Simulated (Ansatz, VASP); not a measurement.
## Two plane-wave programs on TaN

```
CELL_PARAMETERS angstrom
3.06878 0.00000 0.00000
-1.53439 2.65765 0.00000
0.00000 0.00000 4.97042
ATOMIC_POSITIONS crystal
Ta 0.33333 0.66667 0.00000
Ta 0.66666 0.33333 0.50000
N 0.33333 0.66667 0.38500
N 0.66666 0.33333 0.88500
```

Alike in both runs: task single point; functional PBE; k mesh 10 × 10 × 6; occupations tetrahedron; no spin polarisation.

|  | VASP | Ansatz |
| --- | --- | --- |
| version | VASP 6.6.1 | Ansatz 0.2.0 |
| potentials or method | VASP PAW PBE potentials, release 64 (Ta_pv, N) | PAW plane waves |
| plane-wave cutoff (eV) | 520 | 420 |
| valence electrons in the cell | 32 | 36 |

|  | VASP | Ansatz | Ansatz less VASP |
| --- | --- | --- | --- |
| gap on the k mesh at the Fermi level (eV) | none | none | - |
| rms of the force components (eV/Å) | 1.388 | 1.360 | -0.0277 |

Atom by atom the forces differ by 0.028 eV/Å (rms over components). A gap of «none» marks a metal or a gap that the smearing closes. The functional is the same, so the differences come from potentials, cutoffs and numerics. The two sets of potentials don't hold the same shells in valence. Ansatz warned: «band_table_not_solved_further».

Caveats: forces of over 1 eV/Å show positions far from the minimum, so gaps and moduli don't describe the material at rest; tetrahedron occupations give inexact forces and stress in metals. Spin-orbit coupling is left out, which matters for the levels of Ta.
